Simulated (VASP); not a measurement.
# Te (P3_121) in VASP: further runs, part 2 of 2

VASP 6.6.1. The steps go on from the part before.

## Step 3: Relaxation of cell and atoms, rev-vdW-DF2

This run uses another cell than the first one, of 33.51 Å³/atom, 0.988 times its volume.

The input, INCAR:

```
PREC     = Accurate       # precision mode
ENCUT    = 600            # plane-wave cutoff, eV
EDIFF    = 1E-7           # SCF threshold, eV
ISMEAR   = 0              # smearing method
SIGMA    = 0.03           # smearing width, eV
LREAL    = F              # projectors in reciprocal space
LASPH    = T              # aspherical terms in the spheres
NELM     = 80             # most SCF steps
ALGO     = Normal         # electronic algorithm
ISIF     = 3              # what is computed and relaxed
LWAVE    = F              # write WAVECAR
LCHARG   = F              # write CHGCAR
GGA      = MK             # functional
LUSE_VDW = T            
AGGAC    = 0.0          
PARAM1   = 0.1234       
PARAM2   = 0.711357     
ZAB_VDW  = -1.8867      
IBRION   = 2              # ionic algorithm
NSW      = 90             # ionic steps
EDIFFG   = -0.005         # ionic threshold
```

The input, KPOINTS:

```
regular mesh
0
Gamma
  9 9 6
```

The input, POSCAR:

```
Te                                      
1.0
    4.3951739500     -0.0000000000      0.0000000000
   -2.1975869750      3.8063322948     -0.0000000000
   -0.0000000000      0.0000000000      6.0093506574
  Te            
     3
Direct
     0.2793193979395491    0.0000000000000000    0.3333333332999970
     0.9999999999999994    0.2793193979395481    0.6666666667000030
     0.7206806020604515    0.7206806020604519    0.0000000000000000
```

Potentials or basis: VASP PAW PBE potentials, release 64 (Te).

On the command line:

```
$ cat potpaw_PBE.64/Te/POTCAR > POTCAR
$ mpirun -np 1 vasp_std > vasp.out
```

OUTCAR:

```text
PREC = Accurate
   ENCUT = 600
   EDIFF = 1E-7
   ISMEAR = 0
   LREAL = F
   LASPH = T
   NELM = 80
   ISIF = 3
   GGA = MK
   IBRION = 2
   NSW = 90
   EDIFFG = -0.005

 ion  position               nearest neighbor table
   1  0.279  0.000  0.333-   3 2.92   2 2.92   3 3.42   3 3.42   2 3.42   2 3.42
   2  0.000  0.279  0.667-   3 2.92   1 2.92   3 3.42   3 3.42   1 3.42   1 3.42
   3  0.721  0.721  0.000-   1 2.92   2 2.92   1 3.42   2 3.42   2 3.42   1 3.42

  LATTYP: Found a hexagonal cell.
 ALAT       =     4.3951739500
 C/A-ratio  =     1.3672611655

  Lattice vectors:

 A1 = (   4.3951739500,   0.0000000000,   0.0000000000)
 A2 = (  -2.1975869750,   3.8063322948,   0.0000000000)
 A3 = (   0.0000000000,   0.0000000000,   6.0093506574)

Analysis of symmetry for initial positions (statically):
=====================================================================
 Subroutine PRICEL returns:
 Original cell was already a primitive cell.

 Routine SETGRP: Setting up the symmetry group for a
 hexagonal supercell.

 Subroutine GETGRP returns: Found  6 space group operations
 (whereof  2 operations were pure point group operations)
 out of a pool of 24 trial point group operations.

The static configuration has the point symmetry C_2 .
 The point group associated with its full space group is D_3 .

Analysis of symmetry for dynamics (positions and initial velocities):
=====================================================================
 Subroutine PRICEL returns:
 Original cell was already a primitive cell.

 Routine SETGRP: Setting up the symmetry group for a
 hexagonal supercell.

 Subroutine GETGRP returns: Found  6 space group operations
 (whereof  2 operations were pure point group operations)
 out of a pool of 24 trial point group operations.

The dynamic configuration has the point symmetry C_2 .
 The point group associated with its full space group is D_3 .

 Subroutine INISYM returns: Found  6 space group operations
 (whereof  2 operations are pure point group operations),
 and found     1 'primitive' translations

----------------------------------------------------------------------------------------

                                     Primitive cell

  volume of cell :     100.5334

  direct lattice vectors                    reciprocal lattice vectors
     4.395173950  0.000000000  0.000000000     0.227522280  0.131360050  0.000000000
    -2.197586975  3.806332295  0.000000000     0.000000000  0.262720100  0.000000000
     0.000000000  0.000000000  6.009350657     0.000000000  0.000000000  0.166407330

  length of vectors
     4.395173950  4.395173950  6.009350657     0.262720100  0.262720100  0.166407330

  position of ions in fractional coordinates (direct lattice)
     0.279319398  0.000000000  0.333333333
     0.000000000  0.279319398  0.666666667
     0.720680602  0.720680602  0.000000000

  ion indices of the primitive-cell ions
   primitive index   ion index
                 1           1
                 2           2
                 3           3

----------------------------------------------------------------------------------------

 KPOINTS: regular mesh

Automatic generation of k-mesh.
 Grid dimensions read from file:
 generate k-points for:    9    9    6
[... 57 lines left out ...]
   ICHARG =      2    charge: 1-file 2-atom 10-const
   ISPIN  =      1    spin polarized calculation?
   LNONCOLLINEAR =      F non collinear calculations
   LSORBIT =      F    spin-orbit coupling
   LASPH  =      T    aspherical Exc in radial PAW
   ENCUT  =  600.0 eV  44.10 Ry    6.64 a.u.   8.78  8.78 12.00*2*pi/ulx,y,z
   NELM   =     80;   NELMIN=  2; NELMDL= -5     # of ELM steps
   EDIFF  = 0.1E-06   stopping-criterion for ELM
   LREAL  =      F    real-space projection
   EDIFFG = -.5E-02   stopping-criterion for IOM
   NSW    =     90    number of steps for IOM
   IBRION =      2    ionic relax: 0-MD 1-quasi-New 2-CG
   NFREE  =      1    steps in history (QN), initial steepest desc. (CG)
   ISIF   =      3    stress and relaxation
   ISYM   =      2    0-nonsym 1-usesym 2-fastsym
   POTIM  = 0.5000    time-step for ionic-motion
   TEBEG  =    0.0;   TEEND  =   0.0 temperature during run
   PSTRESS=    0.0 pullay stress
   NELECT =      18.0000    total number of electrons
   NUPDOWN=      -1.0000    fix difference up-down
   EMIN   =  10.00;   EMAX   =-10.00  energy-range for DOS
   EFERMI =   0.00;   METHOD = LEGACY
   ISMEAR =     0;   SIGMA  =   0.03  broadening in eV -4-tet -1-fermi 0-gaus
   EFERMI_NEDOS =   21; number of points for ismear=-14 and -15
   IALGO  =     38    algorithm
   IMIX   =      4    mixing-type and parameters
     AMIX     =   0.40;   BMIX     =  1.00
     AMIX_MAG =   1.60;   BMIX_MAG =  1.00
  volume/ion in A,a.u.               =      33.51       226.14
  Fermi-wavevector in a.u.,A,eV,Ry     =   0.922704  1.743657 11.583755  0.851382
  Thomas-Fermi vector in A             =   2.048260
   LORBIT       =      0    0 simple, 1 ext, 2 COOP (PROOUT), +10 PAW based schemes
   GGA     = MK    functional components
   LHFCALC =     F    Hartree Fock is set to
   AEXX    =    0.0000 exact exchange contribution
   IVDW_NL    =     1    kernel type
   BPARAM     = 6.3000
   IVDW    =     0    specifies the selected vdW correction
   LEPSILON=     F    determine dielectric tensor
   LRPA    =     F    only Hartree local field effects (RPA)
 conjugate gradient relaxation of ions
 non-spin polarized calculation
 Gauss-broadening in eV      SIGMA  =   0.03
  energy-cutoff  :      600.00
  volume of cell :      100.53
 maximum number of plane-waves:      3396
 NGX is ok and might be reduce to    36
   NGX = 17   NGY = 17   NGZ = 25

--------------------------------------- Ionic step        1  -------------------------------------------

 number of electron      18.0000000 magnetization

 Free energy of the ion-electron system (eV)
  ---------------------------------------------------
  ext. energy  EPLUGINS =         0.00000000
  ---------------------------------------------------
  free energy    TOTEN  =        -4.51687088 eV

  energy without entropy =       -4.51677077  energy(sigma->0) =       -4.51682082

------------------------ aborting loop because EDIFF is reached ----------------------------------------

  FORCE on cell =-STRESS in cart. coord.  units (eV):
  Direction    XX          YY          ZZ          XY          YZ          ZX
  --------------------------------------------------------------------------------------
  -------------------------------------------------------------------------------------
  Total        0.0044581      0.0044581     -0.0274959      0.0000000     -0.0000000      0.0000000
  in kB        0.0710484      0.0710484     -0.4381953      0.0000000     -0.0000000      0.0000000
  external PRESSURE =      -0.0986995 kB  Pullay stress =       0.0000000 kB
[... 104 lines left out ...]
--------------------------------------- Ionic step        4  -------------------------------------------

 number of electron      17.9999999 magnetization

 Free energy of the ion-electron system (eV)
  ---------------------------------------------------
  ext. energy  EPLUGINS =         0.00000000
  ---------------------------------------------------
  free energy    TOTEN  =        -4.51690016 eV

  energy without entropy =       -4.51681615  energy(sigma->0) =       -4.51685816

 E-fermi :   6.0519     XC(G=0):  -9.1987

 val. band max:        6.0203133962   @ k =   0.3333   0.3333   0.5000
 cond. band min:       6.0752171791   @ k =   0.3333   0.3333   0.5000
 fundamental gap:      0.0549037830
 Fermi energy:         6.0519282633

 k-point     1 :       0.0000    0.0000    0.0000
  band No.  band energies     occupation
      1      -7.5763      2.00000
      2      -4.3630      2.00000
      3      -4.3630      2.00000
      4       3.1544      2.00000
      5       3.4365      2.00000
      6       3.4365      2.00000
      7       4.3512      2.00000
      8       4.3512      2.00000
      9       5.0389      2.00000
     10       6.9856      0.00000
     11       6.9856      0.00000
     12       7.6483      0.00000
     13      10.9962      0.00000
[... 354 lines left out ...]
  band No.  band energies     occupation
      1      -6.8864      2.00000
      2      -5.1221      2.00000
      3      -3.7780      2.00000
      4       1.1859      2.00000
      5       1.7785      2.00000
      6       2.7259      2.00000
      7       4.1213      2.00000
      8       4.9314      2.00000
      9       5.4444      2.00000
     10       6.7634      0.00000
     11       7.2850      0.00000
     12       7.7832      0.00000
     13       9.6596      0.00000

 [... further k-points ...]

------------------------ aborting loop because EDIFF is reached ----------------------------------------

  FORCE on cell =-STRESS in cart. coord.  units (eV):
  Direction    XX          YY          ZZ          XY          YZ          ZX
  --------------------------------------------------------------------------------------
  -------------------------------------------------------------------------------------
  Total        0.0081406      0.0081406      0.0089769     -0.0000000      0.0000000      0.0000000
  in kB        0.1297931      0.1297931      0.1431266     -0.0000000      0.0000000      0.0000000
  external PRESSURE =       0.1342376 kB  Pullay stress =       0.0000000 kB
[... 22 lines left out ...]
  energy  without entropy=       -4.5168161504  energy(sigma->0) =       -4.51685816

Total vdW correction in eV:      3.3874696

 reached required accuracy - stopping structural energy minimisation
```

Run time: 3.6 min. Hardware: 1 thread of Intel Xeon 6975P-C (Granite Rapids), shared host; peak memory 0.62 GiB.

Results:

| Property | Result |
| --- | --- |
| Free energy | -4.5169 eV |
| Relaxed volume | 33.50 Å³/atom |
| Relaxed cell | a = 4.397 Å, b = 4.397 Å, c = 6.002 Å, α = 90.00°, β = 90.00°, γ = 120.00° |
| Space group after relaxing (to 0.05 Å) | P3_121 (No. 152) |
| Energy gained by relaxing | 0.0 meV/atom |
| Ionic steps | 4 |
| Pressure after relaxing | 0.0 GPa |
| Largest force after relaxing | 0.004 eV/Å |
| Band gap on the k mesh | 0.05 eV, direct |

Forces in eV/Å, atoms in the order of the input:
```
Te   0.004  0.000  0.000
Te  -0.002  0.003  0.000
Te  -0.002 -0.003  0.000
```

Final structure:
```cif
data_structure
_symmetry_space_group_name_H-M 'P 1'
_symmetry_Int_Tables_number 1
_cell_length_a 4.3968
_cell_length_b 4.3968
_cell_length_c 6.0023
_cell_angle_alpha 90.000
_cell_angle_beta 90.000
_cell_angle_gamma 120.000
_cell_volume 100.49
loop_
_atom_site_label
_atom_site_type_symbol
_atom_site_fract_x
_atom_site_fract_y
_atom_site_fract_z
_atom_site_occupancy
Te1 Te 0.27954 0.00000 0.33333 1
Te2 Te 0.00000 0.27954 0.66667 1
Te3 Te 0.72046 0.72046 0.00000 1
```

Caveat: the PAW data sets were made with another functional, which shifts forces and pressure a little; spin-orbit coupling is left out, which moves the levels of the heavy elements; an odd mesh through Γ misses points on the zone boundary, where band edges often lie.

## Step 4: Relaxation of cell and atoms, rev-vdW-DF2

The input, INCAR:

```
SYSTEM = Te
AGGAC    = 0.0          
ALGO     = Normal         ! electronic algorithm
EDIFF    = 1E-6           ! SCF threshold, eV
EDIFFG   = -0.01          ! ionic threshold
ENCUT    = 600            ! plane-wave cutoff, eV
GGA      = MK             ! functional
IBRION   = 2              ! ionic algorithm
ISIF     = 3              ! what is computed and relaxed
ISMEAR   = 0              ! smearing method
KPAR     = 2            
LASPH    = .True.         ! aspherical terms in the spheres
LCHARG   = .False.        ! write CHGCAR
LREAL    = .False.        ! projectors in reciprocal space
LUSE_VDW = .True.       
LWAVE    = .False.        ! write WAVECAR
NELM     = 80             ! most SCF steps
NSW      = 90             ! ionic steps
PARAM1   = 0.1234       
PARAM2   = 0.711357     
PREC     = Accurate       ! precision mode
SIGMA    = 0.03           ! smearing width, eV
ZAB_VDW  = -1.8867
```

The input, KPOINTS:

```
k-points
0
Gamma
  9 9 6
  0 0 0
```

The input, POSCAR:

```
Te
1.0
    4.4540000000      0.0000000000      0.0000000000
   -2.2270000000      3.8572771485      0.0000000000
    0.0000000000      0.0000000000      5.9240000000
Te
3
Direct
    0.2690000000      0.0000000000      0.3333333333
    0.0000000000      0.2690000000      0.6666666667
    0.7310000000      0.7310000000      0.0000000000
```

On the command line:

```
$ cat potpaw_PBE.64/Te/POTCAR > POTCAR
$ mpirun -np 2 vasp_std > vasp.out
```

Wall time 11 min (2 MPI ranks of Intel Xeon Platinum 8375C at 2.90GHz (Ice Lake), shared host); peak memory 0.6 GiB.

The run converged. Its results:

```
Free energy                            : -4.5169 eV
Relaxed volume                         : 33.51 Å³/atom
Relaxed cell                           : a = 4.395 Å, b = 4.395 Å, c = 6.009 Å, α = 90.00°, β = 90.00°, γ = 120.00°
Space group after relaxing (to 0.05 Å) : P3_121 (No. 152)
Energy gained by relaxing              : 5.5 meV/atom
Ionic steps                            : 9
Pressure after relaxing                : 0.0 GPa
Largest force after relaxing           : 0.006 eV/Å
Band gap on the k mesh                 : 0.05 eV, direct
```

Forces on the atoms (eV/Å):
```
Te   0.006  0.000  0.000
Te  -0.003  0.005  0.000
Te  -0.003 -0.005  0.000
```

The path:
| step | energy change (eV) | largest force (eV/Å) | pressure (GPa) | volume (Å³) |
| --- | --- | --- | --- | --- |
| 1 | 0.0000 | 0.2283 | 0.75 | 101.78 |
| 2 | -0.0056 | 0.0422 | -0.71 | 104.12 |
| 3 | -0.0071 | 0.0971 | -0.27 | 103.37 |
| 4 | -0.0097 | 0.0847 | -0.22 | 102.88 |
| 5 | -0.0151 | 0.0488 | -0.04 | 101.41 |
| 6 | -0.0127 | 0.0162 | 0.51 | 98.49 |
| 7 | -0.0163 | 0.0248 | 0.15 | 100.33 |
| 8 | -0.0160 | 0.0268 | -0.29 | 100.90 |
| 9 | -0.0165 | 0.0057 | -0.01 | 100.53 |

Final structure:
```cif
data_structure
_symmetry_space_group_name_H-M 'P 1'
_symmetry_Int_Tables_number 1
_cell_length_a 4.3952
_cell_length_b 4.3952
_cell_length_c 6.0094
_cell_angle_alpha 90.000
_cell_angle_beta 90.000
_cell_angle_gamma 120.000
_cell_volume 100.53
loop_
_atom_site_label
_atom_site_type_symbol
_atom_site_fract_x
_atom_site_fract_y
_atom_site_fract_z
_atom_site_occupancy
Te1 Te 0.27932 0.00000 0.33333 1
Te2 Te 0.00000 0.27932 0.66667 1
Te3 Te 0.72068 0.72068 0.00000 1
```

Levels at points of the mesh, in eV from the valence-band top:
| k point | band 5 | band 6 | band 7 | band 8 | band 9 | band 10 | band 11 | band 12 | band 13 |
| --- | --- | --- | --- | --- | --- | --- | --- | --- | --- |
| (0.00, 0.00, 0.00) | -2.58 | -2.58 | -1.66 | -1.66 | -0.97 | 0.97 | 0.97 | 1.64 | 4.98 |
| (0.00, 0.00, 0.50) | -2.55 | -2.55 | -1.23 | -0.85 | -0.85 | 0.36 | 0.39 | 0.39 | 3.94 |

Caveat: the PAW data sets were made with another functional, which shifts forces and pressure a little; spin-orbit coupling is left out, which moves the levels of the heavy elements; an odd mesh through Γ misses points on the zone boundary, where band edges often lie.

## Step 5: Relaxation of cell and atoms, rev-vdW-DF2

This run uses another cell than the first one, of 33.51 Å³/atom, 0.988 times its volume.

INCAR, as its differences from that of step 4:

```diff
@@ -3,4 +3,4 @@
 ALGO     = Normal         ! electronic algorithm
-EDIFF    = 1E-6           ! SCF threshold, eV
-EDIFFG   = -0.01          ! ionic threshold
+EDIFF    = 1E-7           ! SCF threshold, eV
+EDIFFG   = -0.005         ! ionic threshold
 ENCUT    = 600            ! plane-wave cutoff, eV
```

KPOINTS is that of step 4.

The input, POSCAR:

```
Te                                      
1.0
    4.3951739455     -0.0000000000      0.0000000000
   -2.1975869727      3.8063322909      0.0000000000
   -0.0000000000      0.0000000000      6.0093506622
  Te            
     3
Direct
     0.2793193974674763    1.0000000000000000    0.3333333332999970
     0.9999999999999994    0.2793193974674752    0.6666666667000030
     0.7206806025325242    0.7206806025325246    1.0000000000000000
```

On the command line:

```
$ cat potpaw_PBE.64/Te/POTCAR > POTCAR
$ mpirun -np 2 vasp_std > vasp.out
```

It took 4.6 min on 2 MPI ranks of Intel Xeon Platinum 8375C at 2.90GHz (Ice Lake), shared host; peak memory 0.6 GiB.

It converged, with:

```yaml
Free_energy: -4.5169 eV
Relaxed_volume: 33.50 Å³/atom
Relaxed_cell: a = 4.397 Å, b = 4.397 Å, c = 6.002 Å, α = 90.00°, β = 90.00°, γ = 120.00°
Space_group_after_relaxing_to_0.05_Å: P3_121 (No. 152)
Energy_gained_by_relaxing: 0.0 meV/atom
Ionic_steps: 4
Pressure_after_relaxing: 0.0 GPa
Largest_force_after_relaxing: 0.004 eV/Å
Band_gap_on_the_k_mesh: 0.05 eV, direct
```

Forces in eV/Å, atoms in the order of the input:
```
Te   0.004  0.000  0.000
Te  -0.002  0.003  0.000
Te  -0.002 -0.003  0.000
```

Final structure:
```xyz
3
Lattice="4.3968 0.0000 0.0000 -2.1984 3.8077 0.0000 0.0000 0.0000 6.0023" Properties=species:S:1:pos:R:3 pbc="T T T"
Te   -0.9693    3.8077    2.0008
Te   -0.6145    1.0644    4.0016
Te    1.5838    2.7433    0.0000
```

Levels at points of the mesh, in eV from the valence-band top:
| k point | band 7 | band 8 | band 9 | band 10 | band 11 | band 12 |
| --- | --- | --- | --- | --- | --- | --- |
| (0.00, 0.00, 0.00) | -1.67 | -1.67 | -0.98 | 0.97 | 0.97 | 1.63 |
| (0.00, 0.00, 0.50) | -1.23 | -0.86 | -0.86 | 0.35 | 0.37 | 0.37 |

Caveat: the PAW data sets were made with another functional, which shifts forces and pressure a little; spin-orbit coupling is left out, which moves the levels of the heavy elements; an odd mesh through Γ misses points on the zone boundary, where band edges often lie.
